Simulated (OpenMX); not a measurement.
Runs of OpenMX 3.8.5 on BaTiO3. The structure is tetragonal, space group P4mm (No. 99). Conventional cell: a = 4.080 Å, b = 4.080 Å, c = 4.018 Å, α = 90.00°, β = 90.00°, γ = 90.00°. Ba (site symmetry 4mm) is surrounded by 12 O at 2.82 to 2.91 Å. Ti (site symmetry 4mm) has 6 O at 1.89 to 2.13 Å as nearest neighbours. O (site symmetry 2mm) has 2 Ti at 2.04 Å as nearest neighbours. O (site symmetry 4mm) has 2 Ti at 1.89 to 2.13 Å as nearest neighbours. 

```csv
spin,cell,SCF threshold,max SCF cycles,gap on the mesh (eV),pressure (GPa),moment (μB),largest force (eV/Å)
off,"P4mm, 13.38 Å³/atom",1e-08 Ha,100,1.44,-2.4,-,(b)
"non-collinear, zero start","P4mm, 12.86 Å³/atom",1e-07 Ha,160,1.55,-,0.00,0.45
off,"P4mm, 11.85 Å³/atom",1e-08 Ha,100,(a),22.2,-,0.45
off,"P4mm, 12.86 Å³/atom",1e-08 Ha,100,1.55,3.9,-,0.45
"non-collinear, zero start, SOC","P4mm, 12.86 Å³/atom",1e-07 Ha,160,1.55,-,0.00,0.45
off,"P4mm, 13.91 Å³/atom",1e-08 Ha,100,1.33,-7.3,-,0.53
off,"P4mm, 12.35 Å³/atom",1e-08 Ha,100,1.67,12.0,-,0.42
```

Alike in all rows: task band structure; level PBE; potentials or basis OpenMX 2013 PBE set, Ba10.0-s3p2d2, Ti7.0-s3p2d2, O6.0-s2p2d1, grid cutoff 400 Ry; k mesh 5 × 5 × 5; smearing fermi-dirac 0.05 eV.

Task: Fill in the values left out.

Result: (a) 1.79; (b) 0.47.

Caveats: the mesh misses the band edges, which the band path finds closer together; the basis of atomic orbitals isn't converged, which shifts pressures, moduli and gaps; spin-orbit coupling is left out, which moves the levels of the heavy elements (some runs); total energies with and without spin-orbit coupling shouldn't be compared in this program (some runs).

A k mesh can miss the band edges, and rows without SOC leave out spin-orbit coupling on Ba.
